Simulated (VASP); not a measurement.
A run of VASP 6.6.1 is set up as follows.

INCAR

```
PREC = Accurate
ENCUT = 520
EDIFF = 1E-6
ISMEAR = 0
SIGMA = 0.02
LREAL = False
LASPH = True
NELM = 100
ALGO = Normal
ISIF = 2
LWAVE = False
LCHARG = False
NBANDS = 11
```

The input KPOINTS:

```
regular mesh
0
Gamma
  12 12 12
```

File POSCAR:

```
BN
1.0
    0.0000000000      1.7902747013      1.7902747013
    1.7902747013      0.0000000000      1.7902747013
    1.7902747013      1.7902747013      0.0000000000
B N
1 1
Direct
    0.0000000000      0.0000000000      0.0000000000
    0.7500000000      0.7500000000      0.7500000000
```

Potentials or basis: VASP PAW LDA potentials, release 64 (B, N).

Run with:

```bash
$ cat potpaw_LDA.64/B/POTCAR potpaw_LDA.64/N/POTCAR > POTCAR
$ mpirun -np 1 vasp_std > vasp.out
```

(1) Estimate the pressure.

(2) Estimate the band gap on the k mesh.

## Answers

(1) 1.0 GPa.

(2) 4.38 eV, indirect (least direct gap 8.82 eV).

**The experiment to reproduce.**

From a printed reference work, monograph, for a bulk crystal of BN at 300 K: band gap 6.4 eV (indirect).

Measured gap of BN: 6.4 eV (indirect; 300 K; a printed reference work, monograph). This calculation gives 4.38 eV (-2.02 eV). The value is that of LDA on a finite k mesh, which can miss the band edges, without temperature or zero-point motion. Semilocal functionals fall short of measured gaps as a rule.
